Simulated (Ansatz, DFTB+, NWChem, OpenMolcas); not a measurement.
Isomers of C2H4O2

2 of its isomers, all singlets with charge 0: A = methyl formate `COC=O`; B = acetic acid `CC(=O)O`.

Shapes, held fixed at every level: PBE0-D4/def2-TZVP. Flexible molecules stand in one conformer, not always the lowest. Programs: Ansatz 0.2.0, DFTB+ 25.1, NWChem 7.3.0, OpenMolcas 26.06. A level may come from different programs for different species; with the same settings they agree closely.

A:

```xyz
8

C     0.0125    1.0140   -0.1137
O     0.0657   -0.0917    0.7876
C     0.0165   -1.2918    0.2167
O    -0.0662   -1.5047   -0.9572
H    -0.9165    0.9961   -0.6849
H     0.0625    1.9054    0.5066
H     0.8539    0.9817   -0.8069
H     0.0640   -2.0661    0.9961
```

B:

```xyz
8

C    -0.0145    0.9301   -0.2388
C     0.2925   -0.4744    0.1724
O     1.3733   -0.9009    0.4724
O    -0.8124   -1.2439    0.1718
H    -0.4534    0.9345   -1.2383
H    -0.7518    1.3610    0.4411
H     0.8970    1.5214   -0.2270
H    -0.5307   -2.1279    0.4462
```

Enthalpies at 298 K in kJ/mol, with harmonic thermal terms from PBE0-D4/def2-TZVP. Measured gas-phase heats of formation: A Active Thermochemical Tables; B CRC Handbook of Chemistry and Physics.

(1) Which isomer should be the most stable, and roughly by how much?

Results:

(1) B < A in rising energy, over a span of 74 kJ/mol, by experiment. All levels agree on that. A flexible isomer may stand in a higher conformer, which biases the errors below by several kJ/mol. Absolute errors: MP2/6-311+G** 1.0; PBE/6-311+G** 2.0; MP2/def2-SVP 2.3; CCSD(T)/CBS estimate 2.3; SVWN5/6-311+G** 2.4; CCSD/6-311+G** 2.6; revPBE/6-311+G** 3.2; CCSD(T)/6-311+G** 3.6; DFTB2 6.9 kJ/mol. The CBS estimate extrapolates MP2 from def2-TZVPP and def2-QZVPP and adds CCSD(T) − MP2 in the triple-zeta set, cores frozen.

```json
{"level": "DFTB2", "kind": "semi-empirical", "B − A": "-81.3"}
{"level": "SVWN5/6-311+G**", "kind": "LDA", "B − A": "-76.8"}
{"level": "PBE/6-311+G**", "kind": "GGA", "B − A": "-72.4"}
{"level": "revPBE/6-311+G**", "kind": "GGA", "B − A": "-71.2"}
{"level": "MP2/def2-SVP", "kind": "perturbation theory", "B − A": "-72.1"}
{"level": "MP2/6-311+G**", "kind": "perturbation theory", "B − A": "-75.4"}
{"level": "CCSD(T)/6-311+G**", "kind": "coupled cluster or CI", "B − A": "-70.8"}
{"level": "CCSD/6-311+G**", "kind": "coupled cluster or CI", "B − A": "-71.8"}
{"level": "CCSD(T)/CBS estimate", "kind": "coupled cluster or CI", "B − A": "-72.1"}
{"level": "measured", "kind": "experiment", "B − A": "-74.4"}
```
